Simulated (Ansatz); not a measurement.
Theory: DFT PBE, scalar-relativistic, plane waves, PAW (Ansatz 0.2.0). All cells share a 420 eV cutoff and Γ-centred k meshes spaced at most about 0.3 Å⁻¹ (about 0.25 or finer for metals, 2π included). No spin polarisation.

Each guess is relaxed in cell and atoms at zero pressure, on a coarse mesh first where it starts far from rest and then on a converged one. The steps can't lower the symmetry of the start, but it can rise. Energies are static (0 K, no zero-point motion).

Two unrelaxed guesses for Cd2Te3:

A.

```
Cd Te
1.0
     5.12060    0.00000    0.00000
    -2.56030    4.43457    0.00000
     0.00000    0.00000    6.36855
Cd Te
2 3
Cartesian
  2.5603 1.4782 2.0486
  0.0000 2.9564 4.3200
  2.5603 1.4782 5.1365
  0.0000 2.9564 1.2321
  0.0000 0.0000 0.0000
```

B.

```
Cd Te
1.0
     5.55006    0.00000    0.00000
     0.00000    5.55006    0.00000
     0.00000    0.00000    5.55006
Cd Te
2 3
Cartesian
  2.7750 2.7750 2.7750
  0.0000 0.0000 0.0000
  2.7750 0.0000 0.0000
  0.0000 2.7750 0.0000
  0.0000 0.0000 2.7750
```

Question: Which guess leads to the lower structure, and by how much?

Answer: A ends lower, by 0.48 eV/atom. A: P-3m1 at 28.9 Å³/atom → P-3m1 at 31.6 Å³/atom; B: Pm-3m at 34.2 Å³/atom → Pm-3m at 35.8 Å³/atom. Counting Te atoms around Cd (those within 1.25 times the shortest such distance or 1.15 times the sum of covalent radii; the shortest distance is added where it is long for a bond; a slash parts the counts of unlike sites), the end of A has Cd 4 and the end of B has Cd 6/12 from 4.0 Å. End of A. Conventional cell: a = 4.623 Å, c = 8.530 Å. Around Cd lie 4 Te at 2.98–3.14 Å and 3 Cd at 3.23 Å; Te on a site of symmetry 3m is surrounded by 4 Cd at 2.98–3.14 Å and 3 Te at 3.36 Å; around Te on a site of symmetry -3m lie 6 Te at 3.36 Å. End of B. Conventional cell: a = 5.634 Å. Around Cd on its first site lie 12 Te at 3.98 Å (long contacts); around Cd on its second site lie 6 Te at 2.82 Å; Te has 2 Cd at 2.82 Å, 4 Cd at 3.98 Å and 8 Te at 3.98 Å.

Ends held by symmetry can be saddle points. Neither end is the lowest form computed: that has space group P-3m1 (No. 164) and lies 108 meV/atom below the better end. These runs have no spin–orbit coupling, which can matter for Te. Some candidate types were left out of the draw beforehand, so a known form may be missing.
